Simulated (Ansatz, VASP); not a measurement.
**Two plane-wave programs on MgO**

Contents of INCAR:

```
PREC = Accurate ; ENCUT = 520
EDIFF = 1E-6 ; ISMEAR = 0
SIGMA = 0.05 ; LREAL = F
LASPH = T ; NELM = 60
ALGO = Normal ; ISIF = 2
LWAVE = F ; LCHARG = T
GGA = PS ; LELF = T
LVHAR = T ; NBANDS = 26
```

The input KPOINTS:

```
Automatic mesh
0
Gamma
  6 6 6
```

File POSCAR:

```
MgO
1.0
    4.2184082039      0.0059513374     -0.0122237360
   -0.0059513374     -4.2010795438     -0.0060155050
    0.0122237360     -0.0060155050     -4.3834397319
Mg O
4 4
Direct
    0.0024940704      0.4957399611      0.5015911739
    0.4949975802      0.0066480004      0.4918364672
    0.4979571265      0.5044953114      0.0007017226
   -0.0055185455     -0.0056996820      0.0034232059
    0.5041204086     -0.0095294812      0.0086196151
    0.0021151291      0.5071228745     -0.0071065562
    0.0008643699      0.0056797866      0.5021527804
    0.5029698607      0.4955432293      0.4987815910
```

Input for Ansatz:

```yaml
crystal:
  lattice:
    - [4.2184082039, 0.0059513374, -0.012223736]
    - [-0.0059513374, -4.2010795438, -0.006015505]
    - [0.012223736, -0.006015505, -4.3834397319]
  atoms:
    - { symbol: Mg, position: [0.0024940704, 0.4957399611, 0.5015911739] }
    - { symbol: Mg, position: [0.4949975802, 0.0066480004, 0.4918364672] }
    - { symbol: Mg, position: [0.4979571265, 0.5044953114, 0.0007017226] }
    - { symbol: Mg, position: [-0.0055185455, -0.005699682, 0.0034232059] }
    - { symbol: O, position: [0.5041204086, -0.0095294812, 0.0086196151] }
    - { symbol: O, position: [0.0021151291, 0.5071228745, -0.0071065562] }
    - { symbol: O, position: [0.0008643699, 0.0056797866, 0.5021527804] }
    - { symbol: O, position: [0.5029698607, 0.4955432293, 0.498781591] }
basis:
  ecutwfc: 420
kpoints:
  mp_grid: { grid: [6, 6, 6] }
hamiltonian:
  xc: pbesol
scf:
  occupations: { method: gaussian, width: 0.05 }
output:
  forces: true
  stress: true
  eigenvalues: true
```

Change from the starting cell: all atoms moved at random (sigma 0.03 Å a component), cell strained at random (sigma 0.03).

Alike in both runs: task single point; functional PBEsol; k mesh 6 × 6 × 6; occupations gaussian, width 0.05 eV; no spin polarisation.

|  | VASP | Ansatz |
| --- | --- | --- |
| version | VASP 6.6.1 | Ansatz 0.2.0 |
| potentials or method | VASP PAW PBE potentials, release 64 (Mg, O) | scalar-relativistic, plane waves, PAW |
| plane-wave cutoff (eV) | 520 | 420 |
| valence electrons in the cell | 32 | 64 |

VASP gave:

* gap on the k mesh at the Fermi level (eV): 4.20
* least direct gap on the mesh (eV): 4.20
* pressure (GPa): -5.0
* largest component of the traceless stress (GPa): 4.21
* rms of the force components (eV/Å): 0.250

**Question.** Estimate Ansatz's values.

**Answer.** gap on the k mesh at the Fermi level (eV): 4.21; least direct gap on the mesh (eV): 4.21; pressure (GPa): -4.5; largest component of the traceless stress (GPa): 4.20; rms of the force components (eV/Å): 0.248.

Atom by atom the forces differ by 0.003 eV/Å (rms over components). With one functional, cell and mesh, what is left measures potentials, basis and numerics. The two sets of potentials don't hold the same shells in valence.

Caveats: the PAW data sets were made with another functional, which shifts forces and pressure a little (VASP).
